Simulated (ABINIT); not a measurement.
GaSb:

```
Sb Ga
1.0
     0.00000    3.05900    3.05900
     3.05900    0.00000    3.05900
     3.05900    3.05900    0.00000
Sb Ga
1 1
Direct
  0.75000 0.75000 0.75000
  0.00000 0.00000 0.00000
```

Program: ABINIT 10.8.3 (patched build). Alike in all runs: no spin polarisation; cell as given; smearing fermi-dirac 0.05 eV.

Problem. Order these runs on this cell by their pressure, lowest first.
A. level LDA-PZ; potentials or basis JTH PAW LDA v2.0; k mesh 8 × 8 × 8; cutoff (eV) 463; fine-grid cutoff 925.187 eV; mesh quality not flagged
B. level PBE; potentials or basis JTH PAW PBE v2.0; k mesh 3 × 3 × 3; cutoff (eV) 463; fine-grid cutoff 925.187 eV; mesh quality coarse
C. level PBE; potentials or basis PseudoDojo NC SR PBE v0.4.1 standard; k mesh 6 × 6 × 6; cutoff (eV) 1088; mesh quality not flagged
D. level PBEsol; potentials or basis JTH PAW PBE v2.0; k mesh 6 × 6 × 6; cutoff (eV) 463; fine-grid cutoff 925.187 eV; mesh quality not flagged

Solution. A (-2.0 GPa), D (-0.3 GPa), C (2.4 GPa), B (4.0 GPa).

Caveats: some runs use coarse meshes; the PAW data sets were made with another functional, which shifts forces and pressure a little (some runs).

Not every run made on this cell is shown here.
